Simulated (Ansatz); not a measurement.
A 2-atom cell of LiH started from a crystallographic database with hydrogen sites as listed, relaxed with r2SCAN+rVV10 in the plane-wave code Ansatz. The symmetry is Fm-3m (No. 225, cubic); conventional cell a = 3.997 Å, 7.98 Å³ an atom. Li is surrounded by 6 H at 2.00 Å; H is surrounded by 6 Li at 2.00 Å.

The axes x, y and z are those of this cell:
```
Li H
1.0
     0.00000    1.99847    1.99847
     1.99847    0.00000    1.99847
     1.99847    1.99847    0.00000
Li H
1 1
Cartesian
  0.0000 0.0000 0.0000
  1.9985 1.9985 1.9985
```

Unstrained: PBE gives a direct gap of 2.979 eV at X. r2SCAN gives a direct gap of 3.626 eV at X. HSE06 gives a direct gap of 3.966 eV at X. Meshes: PBE 10×10×10, r2SCAN 10×10×10, HSE06 8×8×8. Strains are changes of length per length. After each strain the atoms were relaxed again with r2SCAN+rVV10 within the symmetry that the strain leaves, so tilts or polar shifts that break it weren't tested; points keep the names that they have in the unstrained zone. The values are computed, spin-unpolarised, and not measurements.

(1) Estimate what uniaxial +5.45 % along x, other directions held does to the gap.

(2) Apply biaxial +5.19 % in x and y, z held. How far does the gap move, against the unstrained cell?

Answers

(1) PBE: the gap goes from 2.979 to 2.445 eV (-0.534 eV); it turns from direct (X) to indirect ((-1/2, -0.003, 0.497) → X [(0, 1/2, 1/2)]). r2SCAN: the gap goes from 3.626 to 3.067 eV (-0.559 eV); it turns from direct (X) to indirect (X → X [(0, 1/2, 1/2)]). HSE06: the gap goes from 3.966 to 3.394 eV (-0.572 eV); it turns from direct (X) to indirect ((-1/2, -0.003, 0.497) → X [(0, 1/2, 1/2)]).

(2) PBE: the gap goes from 2.979 to 2.600 eV (-0.379 eV); it turns from direct (X) to indirect (X → X [(1/2, 0, 1/2)]). r2SCAN: the gap goes from 3.626 to 3.222 eV (-0.404 eV); it turns from direct (X) to indirect (X → X [(1/2, 0, 1/2)]). HSE06: the gap goes from 3.966 to 3.541 eV (-0.425 eV); it turns from direct (X) to indirect (X → X [(1/2, 0, 1/2)]).

The meshes of the hybrids are coarse, so their gaps aren't converged to the digits shown.
